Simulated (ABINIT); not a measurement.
A run of ABINIT 10.8.3 (patched build) is set up as follows.

Contents of run.abi:

```
pp_dirpath "./"
pseudos "Ti.LDA_PW-JTH.xml"

acell 5.3711598245 5.3711598245 5.3711598245
rprim
    -0.5773502692     0.5773502692     0.5773502692
     0.5773502692    -0.5773502692     0.5773502692
     0.5773502692     0.5773502692    -0.5773502692
ntypat 1
znucl 22
natom 1
typat 1
xred
     0.0000000000     0.0000000000     0.0000000000

ecut 15.0
pawecutdg 30.0

kptopt 1
ngkpt 14 14 14
nshiftk 1
shiftk 0.0 0.0 0.0

ixc 7

nband 10
occopt 3
tsmear 0.00183747

nstep 100
tolvrs 1.0e-9

iomode 3
prtwf 0
prtden 0
prteig 0
prtebands 0
```

Potentials or basis: JTH PAW LDA v2.0.

Launch:

```sh
$ abinit run.abi > log 2>&1
```

Question: Estimate the band gap on the k mesh.

Answer: None (metal or under the smearing width).

Question: Estimate the pressure.

Answer: -10.6 GPa.
